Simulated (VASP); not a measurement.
The system is Tm.

```
Tm
1.0
    -1.97055    1.97055    1.97055
     1.97055   -1.97055    1.97055
     1.97055    1.97055   -1.97055
Tm
1
Direct
  0.00000 0.00000 0.00000
```

This isn't the form of Tm at room conditions, which is hcp.

* Program: VASP 6.6.1
* Task: relaxation of cell and atoms
* Functional: PBE
* Dispersion: D3
* Potentials or basis: VASP PAW PBE potentials, release 64 (Tm)
* Cutoff: 600 eV
* k mesh: 7 × 7 × 7
* Occupations: fermi-dirac, width 0.05 eV
* Spin: collinear spin, ferromagnetic start
* Starting moments: [2.0] μB

At the start: pressure 0.8 GPa; volume 30.61 Å³/atom.

Question: How do energy, volume and symmetry change on relaxing?

Answer: Over 20 steps the energy falls by 3.9 meV/atom and the volume is 32.03 Å³/atom (+4.7 %); space group Im-3m (No. 229, to 0.05 Å); moment 1.14 μB per cell.

The path:
```
step  energy change (eV)  largest force (eV/Å)  pressure (GPa)  volume (Å³)
   1              0.0000                0.0000            0.78        30.61
   2             -0.0029                0.0000            0.38        31.27
   3             -0.0034                0.0000            0.33        31.45
   4             -0.0039                0.0000           -0.22        31.83
   5             -0.0038                0.0000           -0.05        31.68
   6             -0.0037                0.0000            0.20        31.64
   7             -0.0038                0.0000            0.13        31.69
   8             -0.0039                0.0000            0.14        31.80
   9             -0.0039                0.0000            0.21        32.03
  10             -0.0034                0.0000           -0.37        32.48
  11             -0.0038                0.0000           -0.11        32.19
  12             -0.0038                0.0000           -0.41        32.13
  13             -0.0039                0.0000           -0.07        32.06
  14             -0.0039                0.0000           -0.29        32.05
  15             -0.0039                0.0000           -0.13        32.04
  16             -0.0039                0.0000            0.13        31.99
  17             -0.0039                0.0000            0.10        32.00
  18             -0.0039                0.0000            0.40        32.02
  19             -0.0039                0.0000            0.07        32.03
  20             -0.0039                0.0000           -0.03        32.03
```

Final structure:
```yaml
crystal:
  lattice:
    - [-2.00073, 2.00073, 2.00073]
    - [2.00073, -2.00073, 2.00073]
    - [2.00073, 2.00073, -2.00073]
  atoms:
    - { symbol: Tm, position: [0.00000, 0.00000, 0.00000] }
```

Caveat: the magnetic or orbital state may not be the lowest; pairwise dispersion overbinds metals, which lowers pressure and volume.
